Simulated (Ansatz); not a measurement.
All numbers below come from Ansatz 0.2.0, DFT PBE, scalar-relativistic, plane waves, PAW. Settings: cutoff 420 eV, Γ-centred meshes spaced at most about 0.3 Å⁻¹, and about 0.25 Å⁻¹ or finer for metals (2π included), Gaussian smearing. No spin polarisation.

Temperature and zero-point effects are left out.

Two relaxed structures of Sb₅S₂:

A.

```yaml
crystal:
  lattice:
    - [4.46864, 0.00000, 0.00000]
    - [0.00000, 4.11796, 0.00000]
    - [-1.84945, 0.00000, 21.19562]
  atoms:
    - { symbol: Sb, position: [0.71901, 0.75000, 0.42159] }
    - { symbol: Sb, position: [0.76992, 0.75000, 0.56118] }
    - { symbol: Sb, position: [0.28099, 0.25000, 0.57841] }
    - { symbol: Sb, position: [0.23008, 0.25000, 0.43882] }
    - { symbol: Sb, position: [0.53312, 0.25000, 0.73778] }
    - { symbol: Sb, position: [0.20785, 0.75000, 0.84917] }
    - { symbol: Sb, position: [0.26871, 0.75000, 0.98761] }
    - { symbol: Sb, position: [0.73129, 0.25000, 0.01239] }
    - { symbol: Sb, position: [0.46687, 0.75000, 0.26222] }
    - { symbol: Sb, position: [0.79215, 0.25000, 0.15083] }
    - { symbol: S, position: [0.77162, 0.25000, 0.85195] }
    - { symbol: S, position: [0.85586, 0.75000, 0.70933] }
    - { symbol: S, position: [0.22838, 0.75000, 0.14805] }
    - { symbol: S, position: [0.14414, 0.25000, 0.29067] }
```

B.

```yaml
crystal:
  lattice:
    - [5.96816, -3.81165, 0.00000]
    - [5.96816, 3.81165, 0.00000]
    - [-1.89772, 0.00000, 4.68761]
  atoms:
    - { symbol: Sb, position: [0.00000, 0.00000, 0.00000] }
    - { symbol: Sb, position: [0.86055, 0.40320, 0.77179] }
    - { symbol: Sb, position: [0.59680, 0.13945, 0.22821] }
    - { symbol: Sb, position: [0.13945, 0.59680, 0.22821] }
    - { symbol: Sb, position: [0.40320, 0.86055, 0.77179] }
    - { symbol: S, position: [0.18684, 0.18684, 0.54047] }
    - { symbol: S, position: [0.81316, 0.81316, 0.45953] }
```

Task: Which is lower in energy, and by how much?

Result: A is lower, by 58 meV/atom. A has space group P2_1/m (No. 11), 27.9 Å³/atom and no gap on its mesh; B has space group C2/m (No. 12), 30.5 Å³/atom and no gap. Counting Sb atoms around S (those within 1.25 times the shortest such distance or 1.15 times the sum of covalent radii, 1.27 where that leaves under three; a plus sign parts nearer from farther groups; a slash parts the counts of unlike sites), A has S 1+2/2+2 and B has S 3. A and B both hold Sb–Sb nets. The denser one is the lower, and pressure would at first widen the difference. Both come from invented guesses. The lowest form computed isn't among them: it has space group R-3m (No. 166), 28.0 Å³/atom and lies 64 meV/atom below the best shown.

These runs have no spin–orbit coupling, which can matter for Sb. In C2/m an odd number of electrons in the primitive cell allows no gap without spin; a larger cell or a magnetic state could open one. Cells relaxed within their symmetry can be saddle points. Some types were kept out of the candidates beforehand, so the set may lack a known form.
